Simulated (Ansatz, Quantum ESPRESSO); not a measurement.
# 2H-WS2, 1 layer: biaxial strain by an ASE script, part 2 of 2

Wanted: deformation of the bands of 2H-WS2, 1 layer, driven from Python.

Quantum ESPRESSO 7.5; plane-wave DFT, PBE, GBRV ultrasoft pseudopotentials; geometry by Ansatz 0.2.0 with PAW datasets.

So far: The structure; Geometry from Ansatz.

**3. Running the series**

Under ESM bc1 levels count from the vacuum, or from the mean of the two vacuum levels where the sheet has a dipole, so band edges at unlike strains can be compared.

Level of this step: plane-wave DFT, PBE, GBRV ultrasoft pseudopotentials (Quantum ESPRESSO 7.5).

The input, run.py:

```python
import json
import numpy as np
from ase import Atoms
from ase.calculators.espresso import Espresso, EspressoProfile

profile = EspressoProfile(command='mpirun -n 2 pw.x -nk 2', pseudo_dir='../pseudo')
pseudopotentials = {'S': 's_pbe_v1.4.uspp.F.UPF', 'W': 'w_pbe_v1.2.uspp.F.UPF'}
system = {'ecutwfc': 40, 'ecutrho': 200, 'occupations': 'smearing', 'smearing': 'fd', 'degauss': 0.002}


def calculator(name, kpts, **extra):
    data = dict(control=dict(tprnfor=True, verbosity='high', disk_io='none'),
                system=system | extra,
                electrons=dict(conv_thr=1e-09, mixing_beta=0.4, mixing_mode='plain',
                               electron_maxstep=100))
    return Espresso(profile=profile, directory=name, pseudopotentials=pseudopotentials, kpts=kpts, input_data=data)


def centre(atoms):
    z = atoms.positions[:, 2]
    atoms.positions[:, 2] -= (z.max() + z.min()) / 2  # ESM wants the slab about z = 0
    return atoms

sheet = Atoms(
    ['S', 'W', 'S'],
    scaled_positions=[
        [0.3333333333, 0.6666666667, 0.4149300507],
        [0.0000000000, 0.0000000000, 0.5000000049],
        [0.3333333333, 0.6666666667, 0.5850699444]],
    cell=[
        [3.186981705024, 0.000000000000, 0.000000000000],
        [-1.593490852512, 2.760007117947, 0.000000000000],
        [0.000000000000, 0.000000000000, 18.475620232400]],
    pbc=True)

rows = []
for strain in [-0.03, -0.015, 0.0, 0.015, 0.03]:
    atoms = sheet.copy()
    atoms.set_cell(sheet.cell.array * [[1 + strain], [1 + strain], [1]], scale_atoms=True)
    atoms = centre(atoms)
    atoms.calc = calculator(f's{strain:+.3f}', (12, 12, 1), assume_isolated='esm', esm_bc='bc1', nbnd=17)
    energy = atoms.get_potential_energy()
    levels = np.array([atoms.calc.get_eigenvalues(kpt=i) for i in range(len(atoms.calc.get_ibz_k_points()))])
    top, bottom = levels[:, 12].max(), levels[:, 13].min()
    direct = (levels[:, 13] - levels[:, 12]).min()
    rows.append([strain, energy, top, bottom, direct])
    print(f'strain {strain:+.3f}: E = {energy:.5f} eV, valence top {top:.3f}, conduction bottom {bottom:.3f}, '
          f'gap {bottom - top:.3f}, least direct gap {direct:.3f} eV')

x, energy, top, bottom, direct = np.array(rows).T
area = np.linalg.norm(np.cross(*sheet.cell[:2]))
stiffness = np.polyfit(x, energy, 2)[0] / area * 16.0218  # C11 + C12, heights clamped
print(f'valence and conduction edges move by {np.polyfit(x, top, 1)[0]:.2f} and {np.polyfit(x, bottom, 1)[0]:.2f} eV per unit biaxial strain')
print(f'C11 + C12 with clamped heights: {stiffness:.1f} N/m')
json.dump(dict(rows=rows, stiffness=stiffness), open('result.json', 'w'))
```

Started as:

```console
$ OMP_NUM_THREADS=1 python run.py
```

What it wrote:

```text
strain -0.030: E = -2823.26199 eV, valence top -5.632, conduction bottom -3.647, gap 1.985, least direct gap 2.175 eV
strain -0.015: E = -2823.35393 eV, valence top -5.670, conduction bottom -3.687, gap 1.984, least direct gap 1.984 eV
strain +0.000: E = -2823.38438 eV, valence top -5.712, conduction bottom -3.901, gap 1.812, least direct gap 1.812 eV
strain +0.015: E = -2823.35995 eV, valence top -5.684, conduction bottom -4.099, gap 1.585, least direct gap 1.658 eV
strain +0.030: E = -2823.28651 eV, valence top -5.627, conduction bottom -4.284, gap 1.343, least direct gap 1.521 eV
valence and conduction edges move by -0.03 and -11.24 eV per unit biaxial strain
C11 + C12 with clamped heights: 223.0 N/m
```

It took 4.2 min on 2 MPI ranks of Arm Neoverse V2, shared host; peak memory 0.52 GiB.

The input that ASE wrote for the first run, and its log:

```
&CONTROL
   verbosity        = 'high'
   tprnfor          = .true.
   disk_io          = 'none'
   pseudo_dir       = '../pseudo'
/
&SYSTEM
   nbnd             = 17
   ecutwfc          = 40
   ecutrho          = 200
   occupations      = 'smearing'
   degauss          = 0.002
   smearing         = 'fd'
   assume_isolated  = 'esm'
   esm_bc           = 'bc1'
   ntyp             = 2
   nat              = 3
   ibrav            = 0
/
&ELECTRONS
   electron_maxstep = 100
   conv_thr         = 1e-09
   mixing_mode      = 'plain'
   mixing_beta      = 0.4
/
&IONS
/
&CELL
/
&FCP
/
&RISM
/
ATOMIC_SPECIES
S 32.06 s_pbe_v1.4.uspp.F.UPF
W 183.84 w_pbe_v1.2.uspp.F.UPF

K_POINTS automatic
12 12 1  0 0 0

CELL_PARAMETERS angstrom
3.09137225387328 0.00000000000000 0.00000000000000
-1.54568612693664 2.67720690440859 0.00000000000000
0.00000000000000 0.00000000000000 18.47562023240000

ATOMIC_POSITIONS angstrom
S -0.0000000002 1.7848046030 -1.5717200312  
W 0.0000000000 0.0000000000 0.0000001358  
S -0.0000000002 1.7848046030 1.5717200312
```

```text
Program PWSCF v.7.5 starts
[citation notice left out]

     Parallel version (MPI & OpenMP), running on       2 processor cores
     Number of MPI processes:                 2
     Threads/MPI process:                     1

     MPI processes distributed on     1 nodes
[... 1 line left out ...]

Warning: card &CELL ignored
Warning: card &FCP ignored
Warning: card &RISM ignored

     Current dimensions of program PWSCF are:
     Max number of different atomic species (ntypx) = 10
     Max number of k-points (npk) =  40000
     Max angular momentum in pseudopotentials (lmaxx) =  4
     Message from routine setup:
     using ibrav=0 with symmetry is DISCOURAGED, use correct ibrav instead

     K-points division:     npool     =       2
     Subspace diagonalization in iterative solution of the eigenvalue problem:
     a serial algorithm will be used

     G-vector sticks info
     --------------------
     sticks:   dense  smooth     PW     G-vecs:    dense   smooth      PW
     Sum         475     379    121                49195    35295    6199

     Using Slab Decomposition

     bravais-lattice index     =            0
     lattice parameter (alat)  =       5.8418  a.u.
     unit-cell volume          =    1031.8792 (a.u.)^3
     number of atoms/cell      =            3
     number of atomic types    =            2
     number of electrons       =        26.00
     number of Kohn-Sham states=           17
     kinetic-energy cutoff     =      40.0000  Ry
     charge density cutoff     =     200.0000  Ry
     scf convergence threshold =      1.0E-09
     mixing beta               =       0.4000
     number of iterations used =            8  plain     mixing
     Exchange-correlation= SLA  PW   PBE  PBE
                           (   1   4   3   4   0   0   0)

     Effective Screening Medium Method
     =================================
     Boundary Conditions: Vacuum-Slab-Vacuum
     total charge in unit cell        =   0.0000
     grid points for fit at edges     =        4

[... 10 lines left out ...]
     PseudoPot. # 1 for S  read from file:
     ../pseudo/s_pbe_v1.4.uspp.F.UPF
     Pseudo is Ultrasoft + core correction, Zval =  6.0
     Generated by new atomic code, or converted to UPF format
     Using radial grid of  907 points,  6 beta functions with:
                l(1) =   0
                l(2) =   0
                l(3) =   1
                l(4) =   1
                l(5) =   2
                l(6) =   2
     Q(r) pseudized with  8 coefficients,  rinner =    1.300   1.300   1.300
                                                       1.300   1.300

     PseudoPot. # 2 for W  read from file:
     ../pseudo/w_pbe_v1.2.uspp.F.UPF
     Pseudo is Ultrasoft + core correction, Zval = 14.0
     Generated by new atomic code, or converted to UPF format
     Using radial grid of  923 points,  8 beta functions with:
                l(1) =   0
[... 525 lines left out ...]

          k = 0.0000 0.0000 0.0000 (  4397 PWs)   bands (ev):

   -79.5290 -43.8537 -43.5973 -43.5973 -20.7852 -19.0599 -12.3557  -8.4631
    -8.4631  -8.0119  -7.1247  -7.1247  -5.9393  -2.4977  -2.4977  -2.3607
    -2.3606

     occupation numbers
     1.0000   1.0000   1.0000   1.0000   1.0000   1.0000   1.0000   1.0000
     1.0000   1.0000   1.0000   1.0000   1.0000   0.0000   0.0000   0.0000
     0.0000

[... 144 lines left out ...]

     the Fermi energy is    -4.2930 ev

!    total energy              =    -207.50594678 Ry
     estimated scf accuracy    <          2.1E-10 Ry
     smearing contrib. (-TS)   =      -0.00000000 Ry
     internal energy E=F+TS    =    -207.50594678 Ry

     The total energy is F=E-TS. E is the sum of the following terms:
     one-electron contribution =     712.62291337 Ry
     hartree contribution      =    -361.41747151 Ry
     xc contribution           =     -58.33902113 Ry
     ewald contribution        =    -500.37236752 Ry

     convergence has been achieved in  20 iterations

     negative rho (up, down):  6.897E-02 0.000E+00

     Forces acting on atoms (cartesian axes, Ry/au):

     atom    1 type  1   force =     0.00000000    0.00000000   -0.02962225
     atom    2 type  2   force =     0.00000000    0.00000000    0.00000000
     atom    3 type  1   force =     0.00000000    0.00000000    0.02962225
     The non-local contrib.  to forces
     atom    1 type  1   force =     0.00000000    0.00000000    0.25733006
     atom    2 type  2   force =     0.00000000    0.00000000    0.00000000
     atom    3 type  1   force =     0.00000000    0.00000000   -0.25733006
     The ionic contribution  to forces
     atom    1 type  1   force =     0.00000000   -0.00000000  -48.68505120
     atom    2 type  2   force =    -0.00000000    0.00000000    0.00000141
     atom    3 type  1   force =     0.00000000   -0.00000000   48.68504979
     The local contribution  to forces
     atom    1 type  1   force =     0.00000000   -0.00000000   48.41069762
     atom    2 type  2   force =    -0.00000000    0.00000000   -0.00003094
     atom    3 type  1   force =     0.00000000   -0.00000000  -48.41070564
     The core correction contribution to forces
     atom    1 type  1   force =    -0.00000000    0.00000000   -0.01260976
     atom    2 type  2   force =     0.00000000   -0.00000000    0.00000012
     atom    3 type  1   force =    -0.00000000    0.00000000    0.01260976
     The Hubbard contrib.    to forces
     atom    1 type  1   force =     0.00000000    0.00000000    0.00000000
     atom    2 type  2   force =     0.00000000    0.00000000    0.00000000
     atom    3 type  1   force =     0.00000000    0.00000000    0.00000000
     The SCF correction term to forces
     atom    1 type  1   force =    -0.00000000    0.00000000    0.00000632
     atom    2 type  2   force =    -0.00000000   -0.00000000    0.00000000
     atom    3 type  1   force =    -0.00000000    0.00000000   -0.00000632

     Total force =     0.041892     Total SCF correction =     0.000009
     Message from routine punch:
     Nothing written, as per user request (disk_io='none')

[... 1 line left out ...]

[... 1 line left out ...]

[... 1 line left out ...]

[... 3 lines left out ...]

[... 1 line left out ...]

[... 2 lines left out ...]

[... 1 line left out ...]

[... 1 line left out ...]

=------------------------------------------------------------------------------=
   JOB DONE.
=------------------------------------------------------------------------------=
```

Read from the output:

* biaxial stiffness: 223.0 N/m

Band edge from the vacuum level against biaxial strain:

```tsv
biaxial strain (%)	valence top (eV)	conduction bottom (eV)
-3.00	-5.63	-3.65
-1.50	-5.67	-3.69
0.00	-5.71	-3.90
1.50	-5.68	-4.10
3.00	-5.63	-4.28
```

Table of gap by biaxial strain:

```tsv
biaxial strain (%)	on the mesh (eV)	least direct (eV)
-3.00	1.99	2.18
-1.50	1.98	1.98
0.00	1.81	1.81
1.50	1.59	1.66
3.00	1.34	1.52
```

Table of energy over the lowest by biaxial strain:

```tsv
biaxial strain (%)	energy over the lowest (meV)
-3.00	122
-1.50	30.5
0.00	0
1.50	24.4
3.00	97.9
```

**4. Running the series: vdW-DF-cx, GBRV ultrasoft**

Level of this step: plane-wave DFT, vdW-DF-cx, GBRV ultrasoft pseudopotentials made under PBE (Quantum ESPRESSO 7.5). input_dft overrides the functional of the files.

run.py, as its differences from the input of step 3:

```diff
@@ -7,3 +7,3 @@
 pseudopotentials = {'S': 's_pbe_v1.4.uspp.F.UPF', 'W': 'w_pbe_v1.2.uspp.F.UPF'}
-system = {'ecutwfc': 40, 'ecutrho': 200, 'occupations': 'smearing', 'smearing': 'fd', 'degauss': 0.002}
+system = {'ecutwfc': 40, 'ecutrho': 200, 'input_dft': 'vdw-df-cx', 'occupations': 'smearing', 'smearing': 'fd', 'degauss': 0.002}
```

Started as:

```console
$ OMP_NUM_THREADS=1 python run.py
```

What it wrote:

```text
strain -0.030: E = -2821.08155 eV, valence top -5.780, conduction bottom -3.791, gap 1.990, least direct gap 2.172 eV
strain -0.015: E = -2821.13283 eV, valence top -5.816, conduction bottom -3.836, gap 1.980, least direct gap 1.980 eV
strain +0.000: E = -2821.12381 eV, valence top -5.856, conduction bottom -4.048, gap 1.809, least direct gap 1.809 eV
strain +0.015: E = -2821.06122 eV, valence top -5.826, conduction bottom -4.244, gap 1.582, least direct gap 1.655 eV
strain +0.030: E = -2820.95074 eV, valence top -5.765, conduction bottom -4.426, gap 1.339, least direct gap 1.518 eV
valence and conduction edges move by 0.14 and -11.19 eV per unit biaxial strain
C11 + C12 with clamped heights: 218.0 N/m
```

Elapsed: 7.3 min, on 2 MPI ranks; peak memory 0.53 GiB.

This step gave:

* biaxial stiffness: 218.0 N/m

Band edge from the vacuum level against biaxial strain:

```tsv
biaxial strain (%)	valence top (eV)	conduction bottom (eV)
-3.00	-5.78	-3.79
-1.50	-5.82	-3.84
0.00	-5.86	-4.05
1.50	-5.83	-4.24
3.00	-5.77	-4.43
```

Table of gap by biaxial strain:

```tsv
biaxial strain (%)	on the mesh (eV)	least direct (eV)
-3.00	1.99	2.17
-1.50	1.98	1.98
0.00	1.81	1.81
1.50	1.58	1.66
3.00	1.34	1.52
```

Energy over the lowest against biaxial strain:

```tsv
biaxial strain (%)	energy over the lowest (meV)
-3.00	51.3
-1.50	0
0.00	9.02
1.50	71.6
3.00	182
```

**5. The script, with pools = 64**

One more run, with a changed input.

Level of this step: plane-wave DFT, PBE, GBRV ultrasoft pseudopotentials (Quantum ESPRESSO 7.5).

run.py, as its differences from the input of step 3:

```diff
@@ -5,3 +5,3 @@
 
-profile = EspressoProfile(command='mpirun -n 2 pw.x -nk 2', pseudo_dir='../pseudo')
+profile = EspressoProfile(command='mpirun -n 2 pw.x -nk 64', pseudo_dir='../pseudo')
 pseudopotentials = {'S': 's_pbe_v1.4.uspp.F.UPF', 'W': 'w_pbe_v1.2.uspp.F.UPF'}
@@ -14,3 +14,3 @@
                 electrons=dict(conv_thr=1e-09, mixing_beta=0.4, mixing_mode='plain',
-                               electron_maxstep=100))
+                               electron_maxstep=60))
     return Espresso(profile=profile, directory=name, pseudopotentials=pseudopotentials, kpts=kpts, input_data=data)
@@ -36,3 +36,3 @@
 rows = []
-for strain in [-0.03, -0.015, 0.0, 0.015, 0.03]:
+for strain in [-0.03, -0.015, 0.0]:
     atoms = sheet.copy()
```

Started as:

```console
$ OMP_NUM_THREADS=1 python run.py
```

What it wrote:

```text
subprocess.CalledProcessError: the calculator's command failed
```

Elapsed: 2 s, on 2 MPI ranks; peak memory 0.16 GiB.

The input that ASE wrote for the run that failed, and its log:

```
&CONTROL
   verbosity        = 'high'
   tprnfor          = .true.
   disk_io          = 'none'
   pseudo_dir       = '../pseudo'
/
&SYSTEM
   nbnd             = 17
   ecutwfc          = 40
   ecutrho          = 200
   occupations      = 'smearing'
   degauss          = 0.002
   smearing         = 'fd'
   assume_isolated  = 'esm'
   esm_bc           = 'bc1'
   ntyp             = 2
   nat              = 3
   ibrav            = 0
/
&ELECTRONS
   electron_maxstep = 60
   conv_thr         = 1e-09
   mixing_mode      = 'plain'
   mixing_beta      = 0.4
/
&IONS
/
&CELL
/
&FCP
/
&RISM
/
ATOMIC_SPECIES
S 32.06 s_pbe_v1.4.uspp.F.UPF
W 183.84 w_pbe_v1.2.uspp.F.UPF

K_POINTS automatic
12 12 1  0 0 0

CELL_PARAMETERS angstrom
3.09137225387328 0.00000000000000 0.00000000000000
-1.54568612693664 2.67720690440859 0.00000000000000
0.00000000000000 0.00000000000000 18.47562023240000

ATOMIC_POSITIONS angstrom
S -0.0000000002 1.7848046030 -1.5717200312  
W 0.0000000000 0.0000000000 0.0000001358  
S -0.0000000002 1.7848046030 1.5717200312
```

```text
Program PWSCF v.7.5 starts
[citation notice left out]

     Parallel version (MPI & OpenMP), running on       2 processor cores
     Number of MPI processes:                 2
     Threads/MPI process:                     1

     MPI processes distributed on     1 nodes
[... 1 line left out ...]

Warning: card &CELL ignored
Warning: card &FCP ignored
Warning: card &RISM ignored

     Current dimensions of program PWSCF are:
     Max number of different atomic species (ntypx) = 10
     Max number of k-points (npk) =  40000
     Max angular momentum in pseudopotentials (lmaxx) =  4
     Message from routine setup:
     using ibrav=0 with symmetry is DISCOURAGED, use correct ibrav instead

 %%%%%%%%%%%%%%%%%%%%%%%%%%%%%%%%%%%%%%%%%%%%%%%%%%%%%%%%%%%%%%%%%%%%%%%%%%%%%%
     Error in routine mp_start_pools (1):
     invalid number of pools, out of range
 %%%%%%%%%%%%%%%%%%%%%%%%%%%%%%%%%%%%%%%%%%%%%%%%%%%%%%%%%%%%%%%%%%%%%%%%%%%%%%

     stopping ...
```

The program refused the input before any cycle.

The fault put into the input: more pools than k-points or ranks (pools = 64).

The number of pools must divide the number of ranks; pools beyond the number of k-points stand idle.

**6. Worked from the printed numbers**

Under equal strain ε in the plane, E = A (C11 + C12) ε². From the points at ±1.5 %: d²E/dε² = (30.45 + 24.44 − 2 × 0.00) meV / 0.015² = 244 eV, and 244/(2 × 8.796 Å²) × 16.02 = 222 N/m.

**7. Summary of results**

```yaml
c11_c12_heights_clamped_pbe_gbrv_ultrasoft: 223 N/m
gap_on_the_mesh_at_zero_strain_pbe_gbrv_ultrasoft: 1.81 eV
valence_top_below_the_vacuum_at_zero_strain_pbe_gbrv_ultrasoft: 5.71 eV
c11_c12_heights_clamped_vdw_df_cx_gbrv_ultrasoft_made_under_pbe: 218 N/m
gap_on_the_mesh_at_zero_strain_vdw_df_cx_gbrv_ultrasoft_made_under_pbe: 1.81 eV
valence_top_below_the_vacuum_at_zero_strain_vdw_df_cx_gbrv_ultrasoft_made_under_pbe: 5.86 eV
```

**Reading.** The sheet's biaxial stiffness comes to 223 N/m and its gap at zero strain to 1.81 eV (PBE, GBRV ultrasoft). From −3 % to +3 % the gap on the mesh goes from 1.99 to 1.34 eV; it is direct at some strains and indirect at others. The valence top and conduction bottom bend along the series, so the script's straight-line slope describes them poorly. Heights are clamped under strain, which makes a sheet with several atomic planes too stiff. Zero strain is the PBE cell; under vdW-DF-cx the energy is lowest near -0.9 %, so its stiffness is taken away from its own minimum. Semilocal gaps are too small. Spin-orbit coupling is left out; depending on the atoms that carry the levels of interest, it can split and shift them by tenths of an eV to an eV or more.

[Logs are printed without paths, hosts, clocks, repeated set-up lines and the standing remarks that a program may print on its own settings, such as how far it seeks lower states.]

[Hosts, paths, dates, database ids (printed as entryN), source tags and the programs' standing remarks are cut or masked in the printed files.]

[Maps of the electrostatic potential energy from Ansatz leave out the sawtooth potential of an applied field or a dipole correction, so their vacuum need not be flat; planar profiles and work functions include it.]
